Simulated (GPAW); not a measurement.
Set up this calculation in GPAW 26.7.0, as an ASE script.

| Item | Value |
| --- | --- |
| Task | single point |
| Functional | PBEsol |
| Potentials or basis | PAW data sets generated in the run's folder for this functional |
| Cutoff | 600 eV |
| Basis | pw |
| k mesh | 8 × 8 × 6 |
| Occupations | fermi-dirac, width 0.05 eV |
| Spin | no spin polarisation |
| Maxiter | 150 |

The system is Al3Cu2.

```
CELL_PARAMETERS angstrom
4.09195 0.00000 0.00000
-2.04598 3.54373 0.00000
0.00000 0.00000 4.99278
ATOMIC_POSITIONS crystal
Cu 0.66667 0.33333 0.16049
Cu 0.33333 0.66667 0.83951
Al 0.66667 0.33333 0.65007
Al 0.33333 0.66667 0.34993
Al 0.00000 0.00000 0.00000
```

The cell comes from a database or a generator and needn't be the stable form of this composition.

The input as run:

run.py

```python
from ase import Atoms
from ase.dft.bandgap import bandgap
from ase.io import write
from ase.units import Bohr, GPa
from gpaw import GPAW, PW, setup_paths
from gpaw.elf import elf_from_dft_calculation

setup_paths.insert(0, '.')

atoms = Atoms(['Cu', 'Cu', 'Al', 'Al', 'Al'],
              cell=[[4.0919516368, 0.0, 0.0],
                    [-2.0459758184, 3.5437340685, 0.0],
                    [0.0, 0.0, 4.9927787]],
              scaled_positions=[[0.6666666667, 0.3333333333, 0.16048787],
                                [0.3333333333, 0.6666666667, 0.83951213],
                                [0.6666666667, 0.3333333333, 0.65007465],
                                [0.3333333333, 0.6666666667, 0.34992535],
                                [0.0, 0.0, 0.0]],
              pbc=True)

calc = GPAW(mode=PW(600),
            xc='PBEsol',
            kpts={'size': (8, 8, 6), 'gamma': True},
            occupations={'name': 'fermi-dirac', 'width': 0.05},
            nbands=32,
            convergence={'density': 1e-05, 'energy': 1e-05},
            maxiter=150,
            txt='gpaw.txt')
atoms.calc = calc
energy = atoms.get_potential_energy()
forces = atoms.get_forces()
stress = atoms.get_stress()
calc.write('gs.gpw')
write('result.traj', atoms)
print(f'Energy: {energy:.6f} eV')
print('Forces (eV/A):')
print(forces.round(4))
print('Stress (GPa):', (stress / GPa).round(3))
print('Fermi level:', round(calc.get_fermi_level(), 4), 'eV')
print(f'Gap: {bandgap(calc)[0]:.4f} eV, direct: {bandgap(calc, direct=True)[0]:.4f} eV')

# fields on the real-space grid
write('density.cube', atoms, data=calc.get_pseudo_density() * Bohr**3)
write('potential.cube', atoms, data=calc.get_electrostatic_potential())
write('elf.cube', atoms, data=elf_from_dft_calculation(calc).data)
```

Potentials or basis: PAW data sets generated in the run's folder for this functional, pw.

Command:

```sh
$ gpaw-setup -f PBEsol Al Cu
$ OMP_NUM_THREADS=1 python run.py
```

Results of the run:

```json
{
  "Pressure": "0.9 GPa",
  "Largest force": "0.061 eV/Å",
  "Band gap on the k mesh": "none (metal or under the smearing width)"
}
```

Caveat: with this Cu data set, volumes or pressures lay over 1.5 % or 2 GPa off other programs in two to four cells of ten.

Wall time 50 s on 1 thread of Intel(R) Xeon(R) 6975P-C (Granite Rapids), on a shared host, peak memory 0.24 GiB.
